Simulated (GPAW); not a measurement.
# Si K ELNES/XANES of diamond-type (Si)₁₋ₓ(Ge)ₓ at x = 0 from DFT, part 2 of 2

What does the Si K edge look like in diamond-type (Si)₁₋ₓ(Ge)ₓ at x = 0?

GPAW 26.7.0; X-ray absorption from dipole matrix elements to empty bands, plane-wave PAW PBE.

So far. Step 2 (The field without a hole): The mesh shows a gap of 0.61 eV. The excited electron is kept all the same, so that all members of the series, with or without a gap, are treated alike.

## (4) Spectrum with XCH, Si atom 1

The holes are 7.7 Å apart. In GPAW the data set carries the hole's charge, so charge=0 means a charged cell and charge=-1 a neutral one. The excited electron is kept in the cell, where it fills the lowest empty states and screens the hole. After the field has converged, empty bands are computed with the density fixed and the dipole matrix elements are summed.

The absorber has 4 Si at 2.35 Å (tetrahedral).

Contents of xas.py:

```python
import numpy as np
from ase import Atoms
from ase.parallel import parprint, paropen
from gpaw import GPAW, PW, FermiDirac, Mixer, MixerDif, setup_paths
from gpaw.test import gen
setup_paths.insert(0, '.')
gen('Si', name='fch1s', xcname='PBE', corehole=(1, 0, 1), write_xml=True)
from gpaw.mpi import world
world.barrier()

atoms = Atoms('Si16',
    cell=[[0, 5.431, 5.431],
     [5.431, 0, 5.431],
     [5.431, 5.431, 0]],
    scaled_positions=[[0, 0, 0],
     [0.125, 0.125, 0.125],
     [0, 0, 0.5],
     [0.125, 0.125, 0.625],
     [0, 0.5, 0],
     [0.125, 0.625, 0.125],
     [0, 0.5, 0.5],
     [0.125, 0.625, 0.625],
     [0.5, 0, 0],
     [0.625, 0.125, 0.125],
     [0.5, 0, 0.5],
     [0.625, 0.125, 0.625],
     [0.5, 0.5, 0],
     [0.625, 0.625, 0.125],
     [0.5, 0.5, 0.5],
     [0.625, 0.625, 0.625]],
    pbc=True)
atoms.calc = calc = GPAW(legacy_gpaw=True, mode=PW(400, force_complex_dtype=True), xc='PBE', setups={0: 'fch1s'},
    kpts={'size': (3, 3, 3), 'gamma': True}, occupations=FermiDirac(0.04),
    charge=-1, mixer=Mixer(0.1, 5, 50), maxiter=150,
    convergence={'density': 0.0001, 'eigenstates': 1e-6}, txt='scf.txt')
energy = atoms.get_potential_energy() + calc.get_reference_energy()
ef = calc.get_fermi_level()
out = dict(energy=energy, fermi=ef, forces=atoms.get_forces().tolist())
parprint(f'all-electron energy {energy:.4f} eV, Fermi level {ef:.4f} eV')
ev = np.array([[calc.get_eigenvalues(k, s) for k in range(len(calc.get_ibz_k_points()))] for s in range(calc.get_number_of_spins())])
out['homo'], out['lumo'], out['counts'] = ev[ev < ef].max(), ev[ev > ef].min(), sorted(set((ev < ef).sum((0, 2)).tolist()))
out['filled'] = (ev[:, 0] < ef).sum(1).tolist()

from ase.units import Ha
from gpaw.xas import dipole_matrix_elements
nb = int(calc.get_number_of_electrons() / 2) + 164
top, nb = nb, nb + 8 + nb // 12
nscf = calc.fixed_density(kpts={'size': (4, 4, 4), 'gamma': True}, nbands=nb,
    convergence={'bands': top, 'eigenstates': 5e-3}, maxiter=60, txt='nscf.txt')
cell = atoms.cell.array
ops = [cell.T @ U.T @ np.linalg.inv(cell.T) for U in nscf.wfs.kd.symmetry.op_scc]
filled = [32]  # bands filled in the ground state, by spin
E = np.arange(-6, 30, 0.1)
fwhm = np.interp(E, [4, 25], [0.9, 3.5])
Y, X, zero, highest = 0, 0, 1e9, 1e9
for spin in range(nscf.get_number_of_spins()):
    wfs = nscf.wfs
    mine = wfs.bd.get_slice()  # this rank's bands
    A = dipole_matrix_elements(wfs.setups[0])
    eps = np.zeros((wfs.kd.nibzkpts, nb))
    d = np.zeros((3, A.shape[1], wfs.kd.nibzkpts, nb), complex)
    for kpt in wfs.kpt_u:
        if kpt.s == spin and 0 in kpt.P_ani:
            eps[kpt.k, mine] = kpt.eps_n * Ha
            d[:, :, kpt.k, mine] = (kpt.weight * wfs.nspins / 2) ** 0.5 * np.inner(A, kpt.P_ani[0])
    world.sum(eps)
    world.sum(d)
    T = np.einsum('amkn,bmkn->abkn', d, d.conj()).real
    T = sum(np.einsum('ai,ijkn,bj->abkn', R, T, R) for R in ops) / len(ops)
    empty = np.ones_like(eps, bool) & (np.arange(nb) >= filled[spin])
    zero, highest = min(zero, eps[empty].min()), min(highest, eps[:, top - 1].min())
    lines = [(eps, T, empty)] if spin == 0 else lines + [(eps, T, empty)]
for eps, T, empty in lines:
    f = np.einsum('aakn->akn', T).reshape(3, -1)
    x = eps.ravel() - zero
    w = np.interp(x, E, fwhm) / 2.35482
    g = np.exp(-0.5 * ((E[:, None] - x) / w) ** 2) / (w * (2 * np.pi) ** 0.5)
    Y = Y + (f * empty.ravel()) @ g.T
    X = X + (f * ~empty.ravel()) @ g.T
out.update(E=E.round(2).tolist(), xas=Y.tolist(), xes=X.tolist(), zero=zero, valid=highest - zero, nk=len(eps), nb=nb)
for i in range(0, len(E), 10):
    parprint(f'{E[i]:7.2f}', *(f'{v:10.3e}' for v in Y[:, i]))
import json
with paropen('out.json', 'w') as f:
    json.dump(out, f)
```

Launch:

```console
$ OMP_NUM_THREADS=1 mpirun -n 4 gpaw python xas.py
```

Numbers of over 12 decimals in the logs are rounded to 6 here.

Output:

```text
Input parameters:
  charge: -1
  convergence: {density: 0.0001,
                eigenstates: 1e-06}
  kpts: {gamma: True,
         size: (3, 3, 3)}
  maxiter: 150
  mixer: {backend: pulay,
          beta: 0.1,
          method: separate,
          nmaxold: 5,
          weight: 50}
  mode: {ecut: 400.0,
         force_complex_dtype: True,
         name: pw}
  occupations: {fixmagmom: False,
                name: fermi-dirac,
                width: 0.04}
  setups: {0: fch1s}
  xc: PBE

Initialize ...

[... PAW data sets ...]

Reference energy: -124320.100458  # eV

Spin-paired calculation

[... convergence settings ...]
Symmetries present (total): 24
  [... symmetry matrices ...]

27 k-points: 3 x 3 x 3 Monkhorst-Pack grid
4 k-points in the irreducible part of the Brillouin zone
       k-points in crystal coordinates                weights
   0:     0.00000000    0.00000000    0.00000000          1/27
   1:     0.33333333    0.33333333   -0.33333333         12/27
   2:     0.33333333    0.33333333    0.00000000          6/27
   3:     0.33333333    0.33333333    0.33333333          8/27

Wave functions: Plane wave expansion
  Cutoff energy: 400.000 eV
  Number of coefficients (min, max): 5766, 5846
  Pulay-stress correction: 0.000000 eV/Ang^3 (de/decut=0.000000)
  Using FFTW library
  Wavefunction extrapolation:
    Improved wavefunction reuse through dual PAW basis

Occupation numbers: Fermi-Dirac:
  width: 0.0400  # eV

Eigensolver
   Davidson(niter=2)

Densities:
  Coarse grid: 36*36*36 grid
  Fine grid: 72*72*72 grid
  Total Charge: 0.000000

Density mixing:
  Method: separate
  Backend: pulay
  Linear mixing parameter: 0.1
  old densities: 5
  Width of damping distribution: 1.1
  Damping of long wavelength oscillations: 50

[... Hamiltonian set-up ...]
Number of atoms: 16
Number of atomic orbitals: 64
Number of bands in calculation: 43
Number of valence electrons: 65
Bands to converge: occupied

... initialized

Initializing position-dependent things.

Density initialized from atomic densities
Creating initial wave functions:
  43 bands from LCAO basis set

                             Si
                    Si
                        Si
                      Si
                Si
             Si   Si       Si

         Si       Si   Si
                    Si
              Si
            Si
                Si
       Si

Atomic positions and initial magnetic moments

Positions:
   0 Si     0.000000    0.000000    0.000000    ( 0.0000,  0.0000,  0.0000)
   1 Si     1.357750    1.357750    1.357750    ( 0.0000,  0.0000,  0.0000)
   2 Si     2.715500    2.715500    0.000000    ( 0.0000,  0.0000,  0.0000)
   3 Si     4.073250    4.073250    1.357750    ( 0.0000,  0.0000,  0.0000)
   4 Si     2.715500    0.000000    2.715500    ( 0.0000,  0.0000,  0.0000)
   5 Si     4.073250    1.357750    4.073250    ( 0.0000,  0.0000,  0.0000)
   6 Si     5.431000    2.715500    2.715500    ( 0.0000,  0.0000,  0.0000)
[...]
13 Si     4.073250    4.073250    6.788750    ( 0.0000,  0.0000,  0.0000)
  14 Si     5.431000    5.431000    5.431000    ( 0.0000,  0.0000,  0.0000)
  15 Si     6.788750    6.788750    6.788750    ( 0.0000,  0.0000,  0.0000)

Unit cell:
           periodic     x           y           z      points  spacing
  1. axis:    yes    0.000000    5.431000    5.431000    36     0.1742
  2. axis:    yes    5.431000    0.000000    5.431000    36     0.1742
  3. axis:    yes    5.431000    5.431000    0.000000    36     0.1742

  Lengths:   7.680594   7.680594   7.680594
  Angles:   60.000000  60.000000  60.000000

Effective grid spacing dv^(1/3) = 0.1901

iter:   1   -99.020897
iter:   2   -97.441173   -1.67  -0.78
iter:   3   -96.074419   -1.54  -0.83
iter:   4   -95.970941   -2.61  -1.00
iter:   5   -96.025819   -2.44  -1.24
iter:   6   -96.020636   -2.65  -1.79
iter:   7   -95.985851   -3.37  -1.85
iter:   8   -95.985356   -3.97  -2.19
iter:   9   -95.981164c  -3.90  -2.27
iter:  10   -95.980477c  -4.85  -2.84
iter:  11   -95.980438c  -5.52  -3.21
iter:  12   -95.980428c  -5.61  -3.39
iter:  13   -95.980406c  -6.11c -3.50
iter:  14   -95.980407c  -7.80c -3.73
iter:  15   -95.980411c  -6.79c -3.77
iter:  16   -95.980412c  -7.03c -3.99
iter:  17   -95.980411c  -8.41c -4.42c

Converged after 17 iterations.

Dipole moment: (-23.900207, -23.900207, -23.900207) |e|*Ang

Energy contributions relative to reference atoms: (reference = -124320.100458)

Kinetic:       +124.746195
Potential:     -113.182767
External:        +0.000000
XC:            -107.018351
Entropy (-ST):   -0.030427
Local:           -0.510275
SIC:             +0.000000
--------------------------
Free energy:    -95.995625
Extrapolated:   -95.980411

Showing only first 2 kpts
 Kpt  Band  Eigenvalues  Occupancy
  0    30      5.22657    2.00000
  0    31      5.22657    2.00000
  0    32      5.45468    1.99999
  0    33      5.95464    1.10112

  1    30      3.58664    2.00000
  1    31      4.65418    2.00000
  1    32      6.57782    0.00000
[...]
Fermi level: 5.96276

No gap
No difference between direct/indirect transitions

Forces in eV/Ang:
  0 Si    0.00000    0.00000    0.00000
  1 Si    0.12971    0.12971    0.12971
  2 Si    0.00000   -0.00000   -0.23093
  3 Si   -0.12971   -0.12971    0.12971
  4 Si    0.00000   -0.23093    0.00000
  5 Si   -0.12971    0.12971   -0.12971
  6 Si    0.23093    0.00000   -0.00000
[...]
13 Si    0.01622    0.01622   -0.01622
 14 Si    0.00000   -0.00000    0.00000
 15 Si   -0.01622   -0.01622   -0.01622
Scalar-relativistic atomic PBE calculation for Si (Silicon, Z=14)
Core hole in 1s state (1s occupation: 1.0)
450 radial gridpoints.
|------------------------------------------------|
|------------------------------------------------|
[... the atom generator's iteration count ...]

Energy contributions:
-------------------------
Kinetic:     +221.745190
XC:           -16.785200
Potential:   -426.372331
-------------------------
Total:       -221.412342

state      eigenvalue         ekin         rmax
-----------------------------------------------
1s^1.0 :   -71.206846    96.114624        0.072
2s^2.0 :    -6.491723    14.943914        0.433
2p^6.0 :    -4.995075    14.633345        0.356
3s^2.0 :    -0.832019     2.235437        1.584
3p^2.0 :    -0.528006     1.735896        1.752
-----------------------------------------------
(units: Bohr and Hartree)

Generating PAW setup
Kinetic energy of the core from tauc = 214.240136
Cutoffs:
rc(s)=2.000
rc(p)=2.000
rc(d)=2.000
rc(vbar)=1.800
rc(comp)=2.000
rc(nct)=2.000

Kinetic energy of the core states: 213.802523
Charge: 1.0
Core electrons: 9.0
Valence electrons: 4.0
Pseudo-core charge: 0.074419
Shape function alpha=2.500
Pseudo-electron charge 4.463919
state    eigenvalue         norm
--------------------------------
3s(2) :    -0.832019     1.189601
*s    :     0.167981
3p(2) :    -0.528006     1.005149
*p    :     0.471994
*d    :     0.000000
--------------------------------

Diagonalizing with gridspacing h=0.050

state   all-electron     PAW
-------------------------------
3s:      -0.832019    -0.832268
3p:      -0.528006    -0.528057
*d:                   -0.145245
*f:                   -0.019937
-------------------------------
all-electron energy -124416.0809 eV, Fermi level 5.9628 eV
[...]
27.00  4.643e-06  4.643e-06  4.643e-06
  28.00  4.425e-06  4.425e-06  4.425e-06
  29.00  4.174e-06  4.174e-06  4.174e-06
```

Run time: 63 s. Hardware: 4 MPI ranks of Arm Neoverse V2, shared host; peak memory 0.41 GiB.

The Si K spectrum, Si atom 1, excited-electron core hole (neutral cell) (energy from the bottom of the conduction band, which holds the excited electron; intensity scaled to a mean of 1 over the first 20 eV):

```csv
E (eV),intensity
-2.0,0.00
-1.5,0.00
-1.0,0.00
-0.5,0.01
0.0,0.13
0.5,0.49
1.0,0.92
1.5,1.26
2.0,1.28
2.5,1.21
3.0,1.46
3.5,1.68
4.0,1.58
4.5,1.16
5.0,0.97
5.5,0.85
6.0,0.78
6.5,1.11
7.0,1.37
7.5,1.10
8.0,0.78
8.5,0.77
9.0,1.00
9.5,1.19
10.0,1.15
10.5,1.00
11.0,0.90
11.5,0.93
12.0,1.01
12.5,1.10
13.0,1.14
13.5,1.12
14.0,1.05
14.5,0.93
15.0,0.81
15.5,0.75
16.0,0.76
16.5,0.81
17.0,0.87
17.5,0.90
18.0,0.88
18.5,0.84
19.0,0.79
19.5,0.76
20.0,0.74
20.5,0.74
21.0,0.72
21.5,0.68
22.0,0.64
22.5,0.61
23.0,0.59
23.5,0.61
24.0,0.65
24.5,0.72
25.0,0.79
25.5,0.85
```

Main maxima below 24 eV (height): 1.7 eV (1.33), 3.6 eV (1.69), 7.0 eV (1.37), 9.7 eV (1.20), 13.1 eV (1.14) and 17.6 eV (0.90). A K edge sees empty p states on the absorber.

The total-energy difference is 1851.57 eV. One term is added: -14.97 eV, since the hole is spin-paired here and a spin-polarised one costs that much less in the free atom (computed apart). The photon energy is then 1836.60 eV. The tabulated edge of the element is 1839 eV. The functional leaves an error of a few eV in such absolute values.

## (5) Summary of results

- absorber and edge: Si K, atom 1 of the ground-state input (counted from 1)
- surroundings: 4 Si at 2.35 Å (tetrahedral)
- highest intensity below 16 eV: 3.6 eV above the zero, height 1.69
- photon energy of the zero, with the added terms: 1836.6 eV (raw 1851.6 eV; uncertain by a few eV)

What this shows: The Si K edge of atom 1, with 4 Si at 2.35 Å (tetrahedral), has its highest intensity of the first 16 eV at 3.6 eV above the zero, near 1840 eV in photon energy (uncertain by a few eV), 1.7 times the mean level of the first 20 eV (Gaussian full width 0.9 eV up to 4 eV, rising linearly to 3.5 eV at 25 eV). The mesh is coarse (0.25 Å⁻¹ between points), so small maxima may be mesh ripples.

[Banner, clock and machine lines of the logs are left out without a mark of their own.]

[Logs are printed without paths, hosts, clocks, repeated set-up lines and the standing remarks that a program may print on its own settings, such as how far it seeks lower states.]

[Hosts, paths, dates, database ids (printed as entryN), source tags and the programs' standing remarks are cut or masked in the printed files.]

[Lists of maxima count a maximum above −3 eV only where it reaches 4 % of the highest in the window and stands out from its surroundings by 2 % of it (1.5 % where it reaches 55 %); shoulders and weaker maxima are passed over, and of the rest the first, up to two pre-edge ones and the few strongest are named.]
